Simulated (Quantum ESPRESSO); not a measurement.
Moving the Hubbard U on Hf d in HfB2

The structure is hexagonal, space group P6/mmm (No. 191). The conventional cell has a = 3.140 Å, b = 3.140 Å, c = 3.480 Å, α = 90.00°, β = 90.00°, γ = 120.00°. Around Hf (site symmetry 6/mmm) lie 12 B at 2.51 Å. B (site symmetry -6m2) has 3 B at 1.81 Å as nearest neighbours.

Kept alike: task single point; functional PBEsol; k mesh 10 × 10 × 8; occupations fermi-dirac, width 0.05 eV; no spin polarisation. Program: Quantum ESPRESSO, GBRV 1.5 PBEsol, cutoff 612 eV. The mesh is that of the run's cell of 3 atoms. No spin-orbit coupling.

| run | pressure (GPa) |
| --- | --- |
| A | -2.45 |
| B | -3.81 |
| C | 2.02 |
| D | 5.37 |
| E | 9.06 |
| F | -1.03 |
| G | 3.66 |
| H | 0.46 |

Pressure is positive in compression; the values hold the error of the finite cutoff, so their zero can differ a little from the energy's minimum. U acts here on a shell without spin polarisation. For a metal such a mesh leaves the last digits unconverged. How U acts hangs on the program's projectors.

Problem. The runs differ in the Hubbard U on Hf d alone: 0; 1; 2; 3; 4; 5; 6; 8 eV. Which run is which?

Solution. Run A is 1 eV; run B is 0 eV; run C is 4 eV; run D is 6 eV; run E is 8 eV; run F is 2 eV; run G is 5 eV; run H is 3 eV. The pressure rises from -3.81 to 9.06 GPa between 0 and 8 eV. U localises the shell and weakens its bonds, so the cell pushes outwards.
